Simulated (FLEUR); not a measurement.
# CaSe (Fm-3m) in FLEUR: further runs

One crystal, CaSe, is run at these levels: LDA; tasks: equation of state.

All numbers are computed with FLEUR MaX-R8.1 (later development tree); they aren't measurements. Logs are shortened: lines on timing, memory, paths and dates and some standing lists are left out, and cuts for length are marked.

**1. The structure**

The structure is cubic, space group Fm-3m (No. 225). The conventional cell has a = 5.912 Å, b = 5.912 Å, c = 5.912 Å, α = 90.00°, β = 90.00°, γ = 90.00°. Around Se (site symmetry m-3m) lie 6 Ca at 2.96 Å. Ca (site symmetry m-3m) has 6 Se at 2.96 Å as nearest neighbours.

**2. Equation of state, LDA, 24.28 Å³/atom (volume scaled by 0.94)**

Input file inp.xml:

```xml
<?xml version="1.0" encoding="UTF-8" standalone="no"?>
<fleurInput fleurInputVersion="0.39">
   <comment>
      CaSe                                                                                                
   </comment>
   <calculationSetup>
      <cutoffs Kmax="4.1" Gmax="12.7" GmaxXC="12.7" numbands="0"/>
      <scfLoop itmax="60" minDistance="0.00001" maxIterBroyd="15" imix="Anderson" alpha="0.05" precondParam="0.0" spinf="2.0" sdNocoIR="T"/>
      <coreElectrons ctail="T" frcor="F" kcrel="0" coretail_lmax="0"/>
      <xcFunctional name="vwn" relativisticCorrections="F"/>
      <magnetism jspins="1"/>
      <soc l_soc="F" theta="0.0" phi="0.0" spav="F"/>
      <expertModes spex="0" secvar="F"/>
      <geometryOptimization l_f="F" forcealpha="1.0" forcemix="BFGS" epsdisp="0.00001" epsforce="0.00001"/>
      <ldaU l_linMix="F" mixParam="0.05" spinf="1.0"/>
   </calculationSetup>
   <cell>
      <bzIntegration valenceElectrons="26.0" mode="hist" fermiSmearingEnergy="0.00183747">
         <kPointListSelection listName="default-1"/>
         <!-- k-points included here -->
         <xi:include xmlns:xi="http://www.w3.org/2001/XInclude" href="kpts.xml"> </xi:include>
      </bzIntegration>
      <!-- symmetry operations included here -->
      <xi:include xmlns:xi="http://www.w3.org/2001/XInclude" href="sym.xml"> </xi:include>
      <bulkLattice scale="0.9795861087">
         <bravaisMatrix>
            <row-1>    0.0000000000000000     5.5860304243175998     5.5860304243175998</row-1>
            <row-2>    5.5860304243175998     0.0000000000000000     5.5860304243175998</row-2>
            <row-3>    5.5860304243175998     5.5860304243175998     0.0000000000000000</row-3>
         </bravaisMatrix>
      </bulkLattice>
   </cell>
   <atomSpecies>
      <species name="Selenium (Se)" element="Se" atomicNumber="34">
         <mtSphere radius="2.51" gridPoints="857" logIncrement="0.015"/>
         <atomicCutoffs lmax="10" lnonsphr="10"/>
         <electronConfig flipSpins="F">
            <coreConfig>(1s1/2) (2s1/2) (2p1/2) (2p3/2) (3s1/2) (3p1/2) (3p3/2)</coreConfig>
            <valenceConfig>(3d3/2) (3d5/2) (4s1/2) (4p1/2) (4p3/2)</valenceConfig>
            <stateOccupation state="(4p1/2)" spinUp="0.666667" spinDown="0.666667"/>
            <stateOccupation state="(4p3/2)" spinUp="1.333333" spinDown="1.333333"/>
         </electronConfig>
         <energyParameters s="4" p="4" d="4" f="4"/>
         <lo type="SCLO" l="2" n="3" eDeriv="0"/>
         <lo type="SCLO" l="0" n="4" eDeriv="2"/>
         <lo type="SCLO" l="1" n="4" eDeriv="2"/>
         <lo type="SCLO" l="3" n="4" eDeriv="2"/>
      </species>
      <species name="Calcium (Ca)" element="Ca" atomicNumber="20">
         <mtSphere radius="2.51" gridPoints="857" logIncrement="0.014"/>
         <atomicCutoffs lmax="10" lnonsphr="10"/>
         <electronConfig flipSpins="F">
            <coreConfig>(1s1/2) (2s1/2) (2p1/2) (2p3/2)</coreConfig>
            <valenceConfig>(3s1/2) (3p1/2) (3p3/2) (4s1/2)</valenceConfig>
         </electronConfig>
         <energyParameters s="4" p="3" d="3" f="4"/>
         <lo type="SCLO" l="0" n="3" eDeriv="0"/>
         <lo type="HELO" l="1" n="4" eDeriv="0"/>
         <lo type="HELO" l="1" n="4" eDeriv="1"/>
         <lo type="SCLO" l="2" n="3" eDeriv="2"/>
         <lo type="SCLO" l="3" n="4" eDeriv="2"/>
      </species>
   </atomSpecies>
   <atomGroups>
      <atomGroup species="Selenium (Se)">
         <relPos label="                   1">1.000/2.000 1.000/2.000 1.000/2.000</relPos>
         <force calculate="T" relaxXYZ="TTT"/>
      </atomGroup>
      <atomGroup species="Calcium (Ca)">
         <relPos label="                   2">.0000000000 .0000000000 .0000000000</relPos>
         <force calculate="T" relaxXYZ="TTT"/>
      </atomGroup>
   </atomGroups>
   <output dos="F" band="F" slice="F">
      <checks vchk="F" cdinf="F"/>
      <bandDOS minEnergy="-.5*Htr" maxEnergy="0.5*Htr" sigma="0.015" storeEVData="T"/>
      <vacuumDOS vacdos="F" integ="F" star="F" nstars="0" locx1="0.0" locy1="0.0" locx2="0.0" locy2="0.0" nstm="0" tworkf="0.0"/>
      <unfoldingBand unfoldBand="F" supercellX="1" supercellY="1" supercellZ="1"/>
      <plotting iplot="0" polar="F">
         <plot TwoD="T" vec1="  1.0  0.0  0.0" vec2="  0.0  1.0  0.0" vec3="  0.0  0.0  1.0" zero="  0.0  0.0  0.0" file="plot"/>
      </plotting>
      <chargeDensitySlicing numkpt="0" minEigenval="0.0" maxEigenval="0.0" nnne="0" pallst="F"/>
      <specialOutput eonly="F"/>
      <moessbauerParams electricFieldGradient="T" isomerShift="T" coreHyperfine="T" valenceHyperfine="T"/>
      <magneticCircularDichroism mcd="F" energyLo="-10.0" energyUp="0.0"/>
   </output>
  <!-- We include the file relax.xml here to enable relaxations (see documentation) -->
  <xi:include xmlns:xi="http://www.w3.org/2001/XInclude" href="relax.xml"> <xi:fallback/> </xi:include>
</fleurInput>
```

Potentials or basis: all-electron, FLAPW.

The run is started by

```bash
$ inpgen -f crystal.txt -profile fastHighL
$ # inp.xml edited to the form shown
$ fleur_MPI
```

Standard output:

```text
Welcome to FLEUR        (www.flapw.de)
      MaX-Release 8.1          (www.max-centre.eu)

 ========== k-point set info ==========
 Selected k-point list: default-1
 k-point list type: mesh
 8 x 8 x 8
 Number of k points: 29

 ------------Calculation Setup---------------------------
 Number of MPI-tasks      :            1
 Number of PE/node        :            1
 Number of OMP-threads    :            1
 Most efficient MPI parallelization for:
           1          29
 Additional eigenvalue parallelization possible
 Number of basis functions:          462
 Approximate size of matrices (H+S) per k-point:         0.003 GB
 --------------------------------------------------------
 Iteration:     1   Distance:       4.48592205 me/bohr^3
 Iteration:     2   Distance:       4.14964855 me/bohr^3
 Iteration:     3   Distance:       2.08456338 me/bohr^3
 Iteration:     4   Distance:       0.76386632 me/bohr^3
 Iteration:     5   Distance:       0.69250151 me/bohr^3
 Iteration:     6   Distance:       0.09044063 me/bohr^3
 Iteration:     7   Distance:       0.17463579 me/bohr^3
 Iteration:     8   Distance:       0.09167209 me/bohr^3
 Iteration:     9   Distance:       0.00412442 me/bohr^3
 Iteration:    10   Distance:       0.00276551 me/bohr^3
 Iteration:    11   Distance:       0.00075144 me/bohr^3
 Iteration:    12   Distance:       0.00021603 me/bohr^3
 Iteration:    13   Distance:       0.00003580 me/bohr^3
 Iteration:    14   Distance:       0.00000171 me/bohr^3

 ********************************************************************
 Run finished successfully
 Stop message:
   all done
 ********************************************************************
```

out.xml (last iteration):

```text
<iteration numberForCurrentRun="   14" overallNumber="   14">
         <energyParameters units="Htr">
            <atomicEP atomType="1" spin="1" branch="4s" branchLowest="-7.36" branchHighest="0.13" value="-0.2460343978"/>
            <atomicEP atomType="1" spin="1" branch="4p" branchLowest="-5.16" branchHighest="0.75" value="0.1065778807"/>
            <atomicEP atomType="1" spin="1" branch="4d" branchLowest="-1.51" branchHighest="1.83" value="0.3904444438"/>
            <atomicEP atomType="1" spin="1" branch="4f" branchLowest="-9.99" branchHighest="2.73" value="0.5596499808"/>
            <loAtomicEP atomType="1" spin="1" branch="3d" branchLowest="-9.99" branchHighest="-1.51" value="-1.5065625048"/>
            <loAtomicEP atomType="1" spin="1" branch="4s" branchLowest="-7.36" branchHighest="0.13" value="-0.2460343978"/>
            <loAtomicEP atomType="1" spin="1" branch="4p" branchLowest="-5.16" branchHighest="0.75" value="0.1032073733"/>
            <loAtomicEP atomType="1" spin="1" branch="4f" branchLowest="-9.99" branchHighest="2.73" value="0.5596529978"/>
            <atomicEP atomType="2" spin="1" branch="4s" branchLowest="-1.21" branchHighest="2.25" value="0.1968795144"/>
            <atomicEP atomType="2" spin="1" branch="3p" branchLowest="-11.82" branchHighest="-0.47" value="-0.5650233838"/>
            <atomicEP atomType="2" spin="1" branch="3d" branchLowest="-9.99" branchHighest="0.66" value="0.3187607239"/>
            <atomicEP atomType="2" spin="1" branch="4f" branchLowest="-9.99" branchHighest="2.77" value="0.5623740243"/>
            <loAtomicEP atomType="2" spin="1" branch="3s" branchLowest="-14.71" branchHighest="-1.21" value="-1.2567868476"/>
            <heloAtomicEP atomType="2" spin="1" branch="4p" branchLowest="1.71" branchHighest="1.71" value="1.7146174127"/>
            <heloAtomicEP atomType="2" spin="1" branch="4p" branchLowest="1.71" branchHighest="1.71" value="1.7146174127"/>
            <loAtomicEP atomType="2" spin="1" branch="3d" branchLowest="-9.99" branchHighest="0.66" value="0.3186337490"/>
            <loAtomicEP atomType="2" spin="1" branch="4f" branchLowest="-9.99" branchHighest="2.77" value="0.5623763566"/>
         </energyParameters>
         <eigenvalues>
            <eigenvaluesAt spin="1" ikpt="1" k_x="0.00000000" k_y="0.00000000" k_z="0.00000000">
                      -1.5087746790       -1.5087746790       -1.5085234826       -1.5085234826       -1.5085234826
                      -1.2570168559       -0.5677320228       -0.5677320228       -0.5677320228       -0.2613281244
                       0.1832003892        0.1832003892        0.1832003892        0.3098099650        0.3126742507
                       0.3126742507        0.3126742507        0.3373781760        0.3373781760        0.5379007280
                       0.6536172637
            </eigenvaluesAt>
            <eigenvaluesAt spin="1" ikpt="2" k_x="0.00000000" k_y="0.00000000" k_z="0.12500000">
                      -1.5087777566       -1.5087777566       -1.5085250809       -1.5085250809       -1.5085244236
                      -1.2569613395       -0.5686444512       -0.5677844001       -0.5677844001       -0.2572914811
                       0.1521645306        0.1728103657        0.1728103657        0.3116953350        0.3212188369
                       0.3212188369        0.3458851928        0.3543003673        0.3543003673        0.5483507655
                       0.6292816607
            </eigenvaluesAt>
            <eigenvaluesAt spin="1" ikpt="3" k_x="0.00000000" k_y="0.00000000" k_z="0.25000000">
                      -1.5087783165       -1.5087783165       -1.5085251833       -1.5085229959       -1.5085229959
                      -1.2568271274       -0.5708009377       -0.5679094038       -0.5679094038       -0.2470284324
                       0.1027629308        0.1534597761        0.1534597761        0.3157416723        0.3419211574
                       0.3419211574        0.3949518908        0.3949518908        0.4010612866        0.5371977925
                       0.5796537179
            </eigenvaluesAt>
[... 15 lines left out ...]
            </mtCharges>
            <spinDependentCharge spin="1" total="26.0000000" interstitial="2.7117076" mtSpheres="23.2882924"/>
            <totalCharge value="26.0000000000"/>
         </valenceDensity>
         <coreStates atomType="     1" atomicNumber=" 34" spin="1" kinEnergy="   2275.2062651356" eigValSum="  -1387.6916647905" lostElectrons=" 0.000030">
            <state n="1" l="0" j="0.5" energy="-458.1563025306" weight="1.0000000000"/>
            <state n="2" l="0" j="0.5" energy="-58.4893481818" weight="1.0000000000"/>
            <state n="2" l="1" j="0.5" energy="-52.4764343667" weight="1.0000000000"/>
            <state n="2" l="1" j="1.5" energy="-50.9448809679" weight="2.0000000000"/>
            <state n="3" l="0" j="0.5" energy="-7.3588560033" weight="1.0000000000"/>
            <state n="3" l="1" j="0.5" energy="-5.3024665741" weight="1.0000000000"/>
            <state n="3" l="1" j="1.5" energy="-5.0863314015" weight="2.0000000000"/>
         </coreStates>
         <coreStates atomType="     2" atomicNumber=" 20" spin="1" kinEnergy="    638.4322308998" eigValSum="   -388.7983520570" lostElectrons=" 0.000000">
            <state n="1" l="0" j="0.5" energy="-144.2323538672" weight="1.0000000000"/>
            <state n="2" l="0" j="0.5" energy="-14.7059027388" weight="1.0000000000"/>
            <state n="2" l="1" j="0.5" energy="-11.9104094250" weight="1.0000000000"/>
            <state n="2" l="1" j="1.5" energy="-11.7752549987" weight="2.0000000000"/>
         </coreStates>
         <allElectronCharges>
            <spinDependentCharge spin="1" total="54.0000000" interstitial="2.7117374" mtSpheres="51.2882626"/>
            <totalCharge value="53.9999999961"/>
         </allElectronCharges>
         <moessbauerParams unitsHFF="kG" unitsIS="e/bohr^3" unitsEFG="Htr/bohr^2">
            <coreIsomerShift atomType="1" isTotal="39786.00096">
               <shell n="1" l="0" isomerShift="35524.50173"/>
               <shell n="2" l="0" isomerShift="3641.43764"/>
               <shell n="2" l="1" isomerShift="36.72315"/>
               <shell n="3" l="0" isomerShift="577.45556"/>
               <shell n="3" l="1" isomerShift="5.88288"/>
            </coreIsomerShift>
            <coreIsomerShift atomType="2" isTotal="6074.57726">
               <shell n="1" l="0" isomerShift="5599.68224"/>
               <shell n="2" l="0" isomerShift="473.48477"/>
               <shell n="2" l="1" isomerShift="1.41025"/>
            </coreIsomerShift>
            <isomerShift atomType="1" nucleusRadius="0.0001013" averageDensity="39840.85190"/>
            <isomerShift atomType="2" nucleusRadius="0.0000808" averageDensity="6137.50417"/>
            <electricFieldGradient atomType="1" VXX="0.00000" VYY="0.00000" VZZ="0.00000" asymParam="0.00000">
            </electricFieldGradient>
            <electricFieldGradient atomType="2" VXX="0.00000" VYY="0.00000" VZZ="0.00000" asymParam="0.00000">
            </electricFieldGradient>
         </moessbauerParams>
         <totalEnergy                                    value="    -3106.0402943875" units="Htr">
            <sumOfEigenvalues                            value="    -1797.2740315647">
               <coreElectrons value="-1776.4900168475"/>
               <valenceElectrons value="-20.7840147172"/>
            </sumOfEigenvalues>
            <densityCoulombPotentialIntegral value="-4807.1584918212"/>
            <densityEffectivePotentialIntegral value="-4965.3609925107"/>
            <chargeDenXCDenIntegral value="-119.4774560641"/>
            <FockExchangeEnergyValence value="0.0000000000"/>
            <FockExchangeEnergyCore value="0.0000000000"/>
            <atomTypeDependentContributions atomType="1">
               <electronNucleiInteractionDifferentMTs value="2927.9686938796"/>
               <MadelungTerm value="-11.3554463089"/>
            </atomTypeDependentContributions>
            <atomTypeDependentContributions atomType="2">
               <electronNucleiInteractionDifferentMTs value="803.4813876041"/>
               <MadelungTerm value="-8.2650255662"/>
            </atomTypeDependentContributions>
            <tkbTimesEntropy value="0.0000000000"/>
            <freeEnergy value="-3106.0402943875"/>
            <extrapolationTo0K value="-3106.0402943875"/>
         </totalEnergy>
         <densityConvergence units="me/bohr^3">
            <chargeDensity spin="1" distance="0.0000017069"/>
         </densityConvergence>
      </iteration>
```

Run time: 38 s. Hardware: 1 thread of Intel Xeon Platinum 8259CL at 2.50GHz (Skylake/Cascade Lake), shared host; peak memory 0.06 GiB.

What came out:

* Free energy: -84519.6621 eV
* Band gap on the k mesh: 1.71 eV, indirect (least direct gap 2.72 eV)
* Valence electrons inside the program's atomic spheres: Se 14.94; Ca 8.35 (radii Se 2.51, Ca 2.51 bohr)

**3. Equation of state, LDA, 24.80 Å³/atom (volume scaled by 0.96)**

inp.xml: that of step 2 with these lines changed.

```diff
@@ -24,3 +24,3 @@
       <xi:include xmlns:xi="http://www.w3.org/2001/XInclude" href="sym.xml"> </xi:include>
-      <bulkLattice scale="0.9795861087">
+      <bulkLattice scale="0.9864848297">
          <bravaisMatrix>
```

Potentials or basis: all-electron, FLAPW.

The run is started by

```bash
$ inpgen -f crystal.txt -profile fastHighL
$ # inp.xml edited to the form shown
$ fleur_MPI
```

It took 42 s on 1 thread of Intel Xeon Platinum 8259CL at 2.50GHz (Skylake/Cascade Lake), shared host; peak memory 0.06 GiB.

It converged, with:

| Property | Result |
| --- | --- |
| Free energy | -84519.6581 eV |
| Band gap on the k mesh | 1.77 eV, indirect (least direct gap 2.75 eV) |
| Valence electrons inside the program's atomic spheres | Se 14.93; Ca 8.33 (radii Se 2.51, Ca 2.51 bohr) |

**4. Equation of state, LDA, 25.83 Å³/atom**

inp.xml: that of step 3 with these lines changed.

```diff
@@ -24,3 +24,3 @@
       <xi:include xmlns:xi="http://www.w3.org/2001/XInclude" href="sym.xml"> </xi:include>
-      <bulkLattice scale="0.9864848297">
+      <bulkLattice scale="1.0000000000">
          <bravaisMatrix>
```

The run is started by

```bash
$ inpgen -f crystal.txt -profile fastHighL
$ # inp.xml edited to the form shown
$ fleur_MPI
```

Wall time 41 s (1 thread of Intel Xeon Platinum 8259CL at 2.50GHz (Skylake/Cascade Lake), shared host); peak memory 0.06 GiB.

The run converged. Its results:

```
Free energy                                           : -84519.6296 eV
Band gap on the k mesh                                : 1.88 eV, indirect (least direct gap 2.82 eV)
Valence electrons inside the program's atomic spheres : Se 14.90; Ca 8.30 (radii Se 2.51, Ca 2.51 bohr)
```

**5. Equation of state, LDA, 26.86 Å³/atom (volume scaled by 1.04)**

inp.xml: that of step 4 with these lines changed.

```diff
@@ -24,3 +24,3 @@
       <xi:include xmlns:xi="http://www.w3.org/2001/XInclude" href="sym.xml"> </xi:include>
-      <bulkLattice scale="1.0000000000">
+      <bulkLattice scale="1.0131594038">
          <bravaisMatrix>
```

The run is started by

```bash
$ inpgen -f crystal.txt -profile fastHighL
$ # inp.xml edited to the form shown
$ fleur_MPI
```

It took 46 s on 1 thread of Intel Xeon Platinum 8259CL at 2.50GHz (Skylake/Cascade Lake), shared host; peak memory 0.07 GiB.

It converged, with:

```yaml
Free_energy: -84519.5784 eV
Band_gap_on_the_k_mesh: 1.96 eV, indirect (least direct gap 2.87 eV)
Valence_electrons_inside_the_program's_atomic_spheres: Se 14.88; Ca 8.27 (radii Se 2.51, Ca 2.51 bohr)
```

**6. Equation of state, LDA, 27.38 Å³/atom (volume scaled by 1.06)**

inp.xml: that of step 5 with these lines changed.

```diff
@@ -24,3 +24,3 @@
       <xi:include xmlns:xi="http://www.w3.org/2001/XInclude" href="sym.xml"> </xi:include>
-      <bulkLattice scale="1.0131594038">
+      <bulkLattice scale="1.0196128224">
          <bravaisMatrix>
```

Potentials or basis: all-electron, FLAPW.

The run is started by

```bash
$ inpgen -f crystal.txt -profile fastHighL
$ # inp.xml edited to the form shown
$ fleur_MPI
```

Wall time 49 s (1 thread of Intel Xeon Platinum 8259CL at 2.50GHz (Skylake/Cascade Lake), shared host); peak memory 0.06 GiB.

The run converged. Its results:

```
Free energy                                           : -84519.5456 eV
Band gap on the k mesh                                : 2.00 eV, indirect (least direct gap 2.80 eV)
Valence electrons inside the program's atomic spheres : Se 14.86; Ca 8.25 (radii Se 2.51, Ca 2.51 bohr)
```

**7. Equation of state, LDA**

Potentials or basis: all-electron, FLAPW.

This step only gathers the single runs of the series.

Results:

- Equilibrium volume: 24.26 Å³/atom (rough: see the caveat)
- Bulk modulus: 58 GPa (rough)

Energy against volume, from the lowest point:
| volume (Å³/atom) | energy (meV/atom) |
| --- | --- |
| 24.280 | 0.00 |
| 24.796 | 2.01 |
| 25.829 | 16.28 |
| 26.863 | 41.89 |
| 27.379 | 58.25 |

Caveat: the minimum lies outside the volumes run.
